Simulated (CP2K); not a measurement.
# TaN (F-43m) in CP2K: notebook

One crystal, TaN, is run at these levels: LDA, PBEsol, TASK; tasks: band structure.

All numbers are computed with CP2K 2026.2; they aren't measurements. Logs are shortened: lines on timing, memory, paths and dates and some standing lists are left out, and cuts for length are marked.

**1. The crystal as given**

Symmetry: F-43m, No. 216, cubic system. The conventional cell has a = 4.982 Å, b = 4.982 Å, c = 4.982 Å, α = 90.00°, β = 90.00°, γ = 90.00°. Ta (site symmetry -43m) is surrounded by 4 N at 2.16 Å. N (site symmetry -43m) is surrounded by 4 Ta at 2.16 Å.

The cell comes from a database or a generator and needn't be the stable form of this composition.

**2. Band structure, LDA**

The input, tan_bands.inp:

```
&GLOBAL
  PROJECT tan_bands
  RUN_TYPE ENERGY_FORCE
  PRINT_LEVEL LOW
&END GLOBAL
&FORCE_EVAL
  METHOD QS
  STRESS_TENSOR ANALYTICAL
  &DFT
    BASIS_SET_FILE_NAME BASIS_MOLOPT_UZH
    POTENTIAL_FILE_NAME POTENTIAL_UZH
    &MGRID
      CUTOFF 675
      REL_CUTOFF 60
      NGRIDS 5
    &END MGRID
    &QS
      METHOD GPW
      EPS_DEFAULT 1.0E-10
    &END QS
    &KPOINTS
      SCHEME MONKHORST-PACK 9 9 9
      GAMMA_CENTERED T
      SYMMETRY T
      SYMMETRY_BACKEND SPGLIB
    &END KPOINTS
    &SCF
      SCF_GUESS ATOMIC
      EPS_SCF 1.0E-6
      MAX_SCF 100
      ADDED_MOS 13
      CHOLESKY OFF
      EPS_EIGVAL 1.0E-7
      &DIAGONALIZATION ON
        ALGORITHM STANDARD
      &END DIAGONALIZATION
      &MIXING ON
        METHOD BROYDEN_MIXING
        ALPHA 0.4
        BETA 1.5
        NBUFFER 8
      &END MIXING
      &SMEAR ON
        METHOD FERMI_DIRAC
        ELECTRONIC_TEMPERATURE [K] 580.226
      &END SMEAR
    &END SCF
    &XC
      &XC_FUNCTIONAL
        &LDA_X
        &END LDA_X
        &LDA_C_PW
        &END LDA_C_PW
      &END XC_FUNCTIONAL
    &END XC
    &PRINT
      &KPOINTS ON
      &END KPOINTS
      &MULLIKEN ON
      &END MULLIKEN
      &MO ON
        ENERGIES T
        OCCUPATION_NUMBERS T
        &EACH
          QS_SCF 0
        &END EACH
        ADD_LAST NUMERIC
      &END MO
      &LOWDIN ON
      &END LOWDIN
      &HIRSHFELD ON
        SHAPE_FUNCTION DENSITY
      &END HIRSHFELD
      &BAND_STRUCTURE
        FILE_NAME bands.bs
        ADDED_MOS 4
        &KPOINT_SET
          UNITS B_VECTOR
          NPOINTS 6
          SPECIAL_POINT GAMMA 0.00000000 0.00000000 0.00000000
          SPECIAL_POINT X 0.50000000 0.00000000 0.50000000
          SPECIAL_POINT W 0.50000000 0.25000000 0.75000000
          SPECIAL_POINT K 0.37500000 0.37500000 0.75000000
          SPECIAL_POINT GAMMA 0.00000000 0.00000000 0.00000000
          SPECIAL_POINT L 0.50000000 0.50000000 0.50000000
          SPECIAL_POINT U 0.62500000 0.25000000 0.62500000
          SPECIAL_POINT W 0.50000000 0.25000000 0.75000000
          SPECIAL_POINT L 0.50000000 0.50000000 0.50000000
          SPECIAL_POINT K 0.37500000 0.37500000 0.75000000
        &END KPOINT_SET
        &KPOINT_SET
          UNITS B_VECTOR
          NPOINTS 6
          SPECIAL_POINT U 0.62500000 0.25000000 0.62500000
          SPECIAL_POINT X 0.50000000 0.00000000 0.50000000
        &END KPOINT_SET
      &END BAND_STRUCTURE
    &END PRINT
  &END DFT
  &SUBSYS
    &CELL
      A 3.5230093054 0.0000000000 0.0000000000
      B 1.7615046527 3.0510155562 0.0000000000
      C 1.7615046527 1.0170051854 2.8765250524
      PERIODIC XYZ
    &END CELL
    &COORD
      SCALED
      Ta  0.0000000000 0.0000000000 0.0000000000
      N   0.2500000000 0.2500000000 0.2500000000
    &END COORD
    &KIND Ta
      BASIS_SET TZVP-MOLOPT-PBE-GTH-q13
      POTENTIAL GTH-PBE-q13
    &END KIND
    &KIND N
      BASIS_SET TZVP-MOLOPT-PBE-GTH-q5
      POTENTIAL GTH-PBE-q5
    &END KIND
    &PRINT
      &ATOMIC_COORDINATES ON
      &END ATOMIC_COORDINATES
      &CELL ON
      &END CELL
    &END PRINT
  &END SUBSYS
  &PRINT
    &FORCES ON
    &END FORCES
    &STRESS_TENSOR ON
    &END STRESS_TENSOR
  &END PRINT
&END FORCE_EVAL
```

Potentials or basis: POTENTIAL_UZH Ta GTH-PBE-q13, N GTH-PBE-q5; TZVP-MOLOPT-PBE-GTH basis.

Started as:

```bash
$ OMP_NUM_THREADS=1 cp2k.psmp -i tan_bands.inp -o tan_bands.out
```

tan_bands.out:

```text

 CP2K| version string:                                       CP2K version 2026.2
 CP2K| Input file name                                             tan_bands.inp

 GLOBAL| Force Environment number                                              1
 GLOBAL| Basis set file name                                    BASIS_MOLOPT_UZH
 GLOBAL| Potential file name                                       POTENTIAL_UZH
 GLOBAL| MM Potential file name                                     MM_POTENTIAL
 GLOBAL| Coordinate file name                                      __STD_INPUT__
 GLOBAL| Method name                                                        CP2K
 GLOBAL| Project name                                                  tan_bands
 GLOBAL| Run type                                                   ENERGY_FORCE
 GLOBAL| FFT library                                                       FFTW3
 GLOBAL| Diagonalization library                                       ScaLAPACK
 GLOBAL| Cholesky decomposition library                                ScaLAPACK
 GLOBAL| DGEMM library                                                      BLAS
 GLOBAL| Direct generalized diagonalization requested                          F
 GLOBAL| Matrix multiplication library                                 ScaLAPACK
 GLOBAL| Global print level                                                  LOW
 GLOBAL| Total number of message passing processes                             1
 GLOBAL| Number of threads for this process                                    1
 GLOBAL| CPU model name                                                  UNKNOWN

 CELL| Volume [angstrom^3]:                                            30.919066
 CELL| Vector a [angstrom]:       3.523     0.000     0.000   |a| =     3.523009
 CELL| Vector b [angstrom]:       1.762     3.051     0.000   |b| =     3.523009
 CELL| Vector c [angstrom]:       1.762     1.017     2.877   |c| =     3.523009
 CELL| Angle (b,c), alpha [degree]:                                    60.000000
 CELL| Angle (a,c), beta  [degree]:                                    60.000000
 CELL| Angle (a,b), gamma [degree]:                                    60.000000
 CELL| Numerically orthorhombic:                                              NO
 CELL| Periodicity                                                           XYZ

 CELL_REF| Volume [angstrom^3]:                                        30.919066
 CELL_REF| Vector a [angstrom     3.523     0.000     0.000   |a| =     3.523009
 CELL_REF| Vector b [angstrom     1.762     3.051     0.000   |b| =     3.523009
 CELL_REF| Vector c [angstrom     1.762     1.017     2.877   |c| =     3.523009
 CELL_REF| Angle (b,c), alpha [degree]:                                60.000000
 CELL_REF| Angle (a,c), beta  [degree]:                                60.000000
 CELL_REF| Angle (a,b), gamma [degree]:                                60.000000
 CELL_REF| Numerically orthorhombic:                                          NO
 CELL_REF| Periodicity                                                       XYZ

[... 8 lines left out ...]
 TOTAL NUMBERS AND MAXIMUM NUMBERS

  Total number of            - Atomic kinds:                                   2
[... 144 lines left out ...]
 MO|      6               0.134041               3.647441               2.000000
[... 383 lines left out ...]
 MO|     21               1.169589              31.826129               0.000000
 MO|     22               1.293965              35.210575               0.000000
 MO| Sum:                                                              18.027790
 MO| E(Fermi):            0.370420 a.u.         10.079636 eV
 MO| Band gap:            0.086122 a.u.          2.343486 eV

 [... the levels of further k-points ...]

 !-----------------------------------------------------------------------------!
                     Mulliken Population Analysis

 #  Atom  Element  Kind  Atomic population                           Net charge
       1     Ta       1         11.839465                              1.160535
       2     N        2          6.160535                             -1.160535
 # Total charge                             18.000000                  0.000000

 !-----------------------------------------------------------------------------!

 !-----------------------------------------------------------------------------!
                           Hirshfeld Charges

  #Atom  Element  Kind  Ref Charge     Population                    Net charge
      1       Ta     1      13.000         12.674                         0.326
      2       N      2       5.000          5.326                        -0.326

  Total Charge                                                            0.000
 !-----------------------------------------------------------------------------!

 LOWDIN POPULATION ANALYSIS

 #  Atom  Element  Kind  Atomic population                           Net charge
       1     Ta       1         13.139575                             -0.139575
       2     N        2          4.860425                              0.139575
 # Total charge                             18.000000                  0.000000

 KPOINTS| Band Structure Calculation
 KPOINTS| Number of k-point sets                                               2
 KPOINTS| Number of added MOs/bands                                            4
 KPOINTS| Number of k-points in set    1                                      55
 KPOINTS| In units of b-vector [2pi/Bohr]
 KPOINTS| Special point     1       GAMMA     0.000000     0.000000     0.000000
 KPOINTS| Special point     2           X     0.500000     0.000000     0.500000
 KPOINTS| Special point     3           W     0.500000     0.250000     0.750000
 KPOINTS| Special point     4           K     0.375000     0.375000     0.750000
 KPOINTS| Special point     5       GAMMA     0.000000     0.000000     0.000000
 KPOINTS| Special point     6           L     0.500000     0.500000     0.500000
 KPOINTS| Special point     7           U     0.625000     0.250000     0.625000
 KPOINTS| Special point     8           W     0.500000     0.250000     0.750000
 KPOINTS| Special point     9           L     0.500000     0.500000     0.500000
 KPOINTS| Special point    10           K     0.375000     0.375000     0.750000
 KPOINTS| Number of k-points in set    2                                       7
 KPOINTS| In units of b-vector [2pi/Bohr]
 KPOINTS| Special point     1           U     0.625000     0.250000     0.625000
 KPOINTS| Special point     2           X     0.500000     0.000000     0.500000

 ENERGY| Total FORCE_EVAL ( QS ) energy [hartree]            -68.042798514484616

 FORCES| Atomic forces [hartree/bohr]
 FORCES|   Atom     x               y               z               |f|
 FORCES|      1 -4.13549774E-10 -6.26717420E-11  1.60126589E-09   1.65499354E-09
 FORCES|      2  4.12686920E-10  6.18193002E-11 -1.60129494E-09   1.65477418E-09
 FORCES| Sum    -8.62853886E-13 -8.52441766E-13 -2.90424720E-14
 FORCES| Total atomic force                                       1.21326718E-12

 STRESS| Analytical stress tensor [bar]
 STRESS|                        x                   y                   z
 STRESS|      x       -3.36667269132E+05  -4.26786996425E-04   1.47853972555E-02
 STRESS|      y       -4.26786996425E-04  -3.36667241144E+05  -6.11139205967E-02
 STRESS|      z        1.47853972555E-02  -6.11139205967E-02  -3.36667280059E+05
 STRESS| 1/3 Trace                                            -3.36667263445E+05
 STRESS| Determinant                                          -3.81594992212E+16

 STRESS| Eigenvectors and eigenvalues of the analytical stress tensor [bar]
 STRESS|                        1                   2                   3
 STRESS| Eigenvalues  -3.36667327118E+05  -3.36667267883E+05  -3.36667195334E+05
 STRESS|      x          -0.199588180444      0.972037120176     -0.123727099805
 STRESS|      y           0.567060386835      0.217554020236      0.794426060727
 STRESS|      z           0.799128948237      0.088397314880     -0.594624956432
```

Wall time 69 s (1 thread of Arm Neoverse V1, shared host); peak memory 0.38 GiB.

Results:

```
Free energy            : -1851.5387 eV
Pressure               : -33.7 GPa
Band gap on the k mesh : none (metal or under the smearing width)
Mulliken charges       : Ta +1.16; N -1.16 e
Hirshfeld charges      : Ta +0.33; N -0.33 e
```

Levels at the corners of the path, in eV from the Fermi level:
```csv
point,band 5,band 6,band 7,band 8,band 9,band 10,band 11,band 12,band 13,band 14
Γ,-16.52,-6.06,-6.06,-6.06,-1.36,0.40,0.40,4.93,4.93,4.93
X,-15.27,-7.39,-4.35,-4.35,-2.02,0.73,1.79,2.58,2.58,8.34
W,-15.26,-6.21,-5.80,-4.31,-2.17,-0.06,1.56,2.93,4.24,8.35
K,-15.29,-6.74,-4.96,-4.70,-2.09,0.76,0.83,3.51,3.53,7.92
Γ,-16.52,-6.06,-6.06,-6.06,-1.36,0.40,0.40,4.93,4.93,4.93
L,-15.58,-6.39,-5.52,-5.52,0.34,0.92,0.92,3.42,3.42,3.42
U,-15.29,-6.74,-4.96,-4.70,-2.09,0.76,0.83,3.51,3.53,7.92
W,-15.26,-6.21,-5.80,-4.31,-2.17,-0.06,1.56,2.93,4.24,8.35
L,-15.58,-6.39,-5.52,-5.52,0.34,0.92,0.92,3.42,3.42,3.42
K,-15.29,-6.74,-4.96,-4.70,-2.09,0.76,0.83,3.51,3.53,7.92
U,-15.29,-6.74,-4.96,-4.70,-2.09,0.76,0.83,3.51,3.53,7.92
X,-15.27,-7.39,-4.35,-4.35,-2.02,0.73,1.79,2.58,2.58,8.34
```

Caveat: Mulliken charges move with the basis; the potentials were made for another functional, which shifts forces and pressure; a pressure of tens of GPa on the cell as given is suspect, and the run, the potentials or the cell itself is likely at fault; spin-orbit coupling is left out, which moves the levels of the heavy elements; the basis of atomic orbitals isn't converged, which shifts pressures, moduli and gaps.

**3. Band structure, PBEsol**

tan_bands.inp, as its differences from that of step 2:

```diff
@@ -49,6 +49,6 @@
       &XC_FUNCTIONAL
-        &LDA_X
-        &END LDA_X
-        &LDA_C_PW
-        &END LDA_C_PW
+        &GGA_X_PBE_SOL
+        &END GGA_X_PBE_SOL
+        &GGA_C_PBE_SOL
+        &END GGA_C_PBE_SOL
       &END XC_FUNCTIONAL
```

Potentials or basis: POTENTIAL_UZH Ta GTH-PBE-q13, N GTH-PBE-q5; TZVP-MOLOPT-PBE-GTH basis.

Started as:

```bash
$ OMP_NUM_THREADS=1 cp2k.psmp -i tan_bands.inp -o tan_bands.out
```

Run time: 73 s. Hardware: 1 thread of Arm Neoverse V1, shared host; peak memory 0.39 GiB.

It converged, with:

```yaml
Free_energy: -1852.1634 eV
Pressure: -31.6 GPa
Band_gap_on_the_k_mesh: none (metal or under the smearing width)
Mulliken_charges: Ta +1.13; N -1.13 e
Hirshfeld_charges: Ta +0.34; N -0.34 e
```

Levels at the corners of the path, in eV from the Fermi level:
```
point  band 6  band 7  band 8  band 9  band 10  band 11  band 12  band 13
    Γ   -6.07   -6.07   -6.07   -1.39     0.42     0.42     4.91     4.91
    X   -7.39   -4.37   -4.37   -2.05     0.74     1.80     2.57     2.57
    W   -6.22   -5.79   -4.33   -2.20    -0.07     1.57     2.92     4.22
    K   -6.74   -4.98   -4.72   -2.11     0.75     0.83     3.50     3.52
    Γ   -6.07   -6.07   -6.07   -1.39     0.42     0.42     4.91     4.91
    L   -6.41   -5.53   -5.53    0.31     0.92     0.92     3.40     3.40
    U   -6.74   -4.98   -4.72   -2.11     0.75     0.83     3.50     3.52
    W   -6.22   -5.79   -4.33   -2.20    -0.07     1.57     2.92     4.22
    L   -6.41   -5.53   -5.53    0.31     0.92     0.92     3.40     3.40
    K   -6.74   -4.98   -4.72   -2.11     0.75     0.83     3.50     3.52
    U   -6.74   -4.98   -4.72   -2.11     0.75     0.83     3.50     3.52
    X   -7.39   -4.37   -4.37   -2.05     0.74     1.80     2.57     2.57
```

Caveat: Mulliken charges move with the basis; a pressure of tens of GPa on the cell as given is suspect, and the run, the potentials or the cell itself is likely at fault; the potentials were made for another functional, which shifts forces and pressure; spin-orbit coupling is left out, which moves the levels of the heavy elements; the basis of atomic orbitals isn't converged, which shifts pressures, moduli and gaps.

**4. Band structure, TASK**

tan_bands.inp, as its differences from that of step 3:

```diff
@@ -49,6 +49,6 @@
       &XC_FUNCTIONAL
-        &GGA_X_PBE_SOL
-        &END GGA_X_PBE_SOL
-        &GGA_C_PBE_SOL
-        &END GGA_C_PBE_SOL
+        &MGGA_X_TASK
+        &END MGGA_X_TASK
+        &LDA_C_PW
+        &END LDA_C_PW
       &END XC_FUNCTIONAL
```

Started as:

```bash
$ OMP_NUM_THREADS=1 cp2k.psmp -i tan_bands.inp -o tan_bands.out
```

It took 3.4 min on 1 thread of Arm Neoverse V1, shared host; peak memory 0.4 GiB.

The run converged. Its results:

```
Free energy            : -1857.2560 eV
Pressure               : -26.0 GPa
Band gap on the k mesh : none (metal or under the smearing width)
Mulliken charges       : Ta +1.19; N -1.19 e
Hirshfeld charges      : Ta +0.41; N -0.41 e
```

Levels at the corners of the path, in eV from the Fermi level:
```
point  band 7  band 8  band 9  band 10  band 11  band 12
    Γ   -7.07   -7.07   -1.76     0.52     0.52     5.17
    X   -5.21   -5.21   -2.70     1.01     2.03     2.59
    W   -6.64   -5.17   -2.85    -0.07     1.81     2.92
    K   -5.83   -5.58   -2.69     0.86     0.91     3.59
    Γ   -7.07   -7.07   -1.76     0.52     0.52     5.17
    L   -6.43   -6.43    0.03     1.08     1.08     3.49
    U   -5.83   -5.58   -2.69     0.86     0.91     3.59
    W   -6.64   -5.17   -2.85    -0.07     1.81     2.92
    L   -6.43   -6.43    0.03     1.08     1.08     3.49
    K   -5.83   -5.58   -2.69     0.86     0.91     3.59
    U   -5.83   -5.58   -2.69     0.86     0.91     3.59
    X   -5.21   -5.21   -2.70     1.01     2.03     2.59
```

Caveat: Mulliken charges move with the basis; the potentials were made for another functional, which shifts forces and pressure; spin-orbit coupling is left out, which moves the levels of the heavy elements; the basis of atomic orbitals isn't converged, which shifts pressures, moduli and gaps.

**5. Summary**

| level | gap on the mesh (eV) | pressure (GPa) |
| --- | --- | --- |
| LDA | none | -33.7 |
| PBEsol | none | -31.6 |
| TASK | none | -26.0 |

Alike in all rows: task band structure; potentials or basis POTENTIAL_UZH Ta GTH-PBE-q13, N GTH-PBE-q5; TZVP-MOLOPT-PBE-GTH basis; no spin polarisation; cell as given; k mesh 9 × 9 × 9; smearing fermi-dirac 0.05 eV.

Caveats: the potentials were made for another functional, which shifts forces and pressure; spin-orbit coupling is left out, which moves the levels of the heavy elements; the basis of atomic orbitals isn't converged, which shifts pressures, moduli and gaps; a pressure of tens of GPa on the cell as given is suspect, and the run, the potentials or the cell itself is likely at fault (some runs).

Absolute energies hang on the potentials; compare differences alone.
